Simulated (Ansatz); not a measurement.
# Relaxation path: bcc Rh (110), 2 layers

DFT, PBE, PAW with Ansatz's default frozen-core files, scalar-relativistic (Ansatz 0.2.0); a Γ-centred 13×13×1 k mesh, Fermi–Dirac smearing of 0.05 eV, no spin polarisation. The run relaxes the atoms in the fixed cell.

Command: `ansatz run input.yaml --threads 1 --pin off --max-ram 3584MiB --backend cpu --events-out ev --progress --plain --runs-dir out` It took 44 s on 1 thread of Intel(R) Xeon(R) Platinum 8488C (Sapphire Rapids), on a shared host, peak memory 0.5 GiB.

```yaml
crystal:
  lattice:
    - [2.6588071601, 0.0, 0.0]
    - [-0.8862690534, 2.5067474304, 0.0]
    - [0.0, 0.0, 18.1709]
  atoms:
    - { symbol: Rh, position: [0.25, 0.25, 0.4402641874] }
    - { symbol: Rh, position: [0.75, 0.75, 0.5597358126] }
kpoints:
  mp_grid: { grid: [13, 13, 1] }
scf:
  occupations: { method: fermi_dirac, width: 0.05 }
hamiltonian:
  xc: pbe
  pseudopotentials: { kind: paw }
output:
  forces: true
  stress: true
  eigenvalues: true
  write_density: true
  write_potential: true
  elf: true
  volumetric_format: npy
relax:
  f_tol: 0.01
  max_steps: 40
efield:
  axis: 3
  amplitude: 0
  dipole_correction: true
```

Each step lists its free energy a cell above the last geometry, and Cartesian positions (Å) with forces (eV/Å).

The first step:

```
step 1  dF = 41.22 meV
  Rh 0.4431 0.6267 8.0000   0.0000 0.0000 0.6382
  Rh 1.3294 1.8801 10.1709   0.0000 0.0000 -0.6382
```

The cell is 1×1, so reconstructions are forbidden, and in slabs of four or five layers the relaxations can be far larger than at a real surface.

Question: Where does the relaxation end, and by which steps?

Answer: After 4 geometries, with a shortest distance of 2.563 Å. The further steps:
```
step 2  dF = 5.11 meV
  Rh 0.4431 0.6267 8.0775   0.0000 0.0000 -0.2860
  Rh 1.3294 1.8801 10.0934   0.0000 0.0000 0.2860
step 3  dF = 0.06 meV
  Rh 0.4431 0.6267 8.0570   0.0000 0.0000 0.0289
  Rh 1.3294 1.8801 10.1139   0.0000 0.0000 -0.0289
step 4  dF = 0.00 meV
  Rh 0.4431 0.6267 8.0591   0.0000 0.0000 0.0006
  Rh 1.3294 1.8801 10.1118   0.0000 0.0000 -0.0006
```
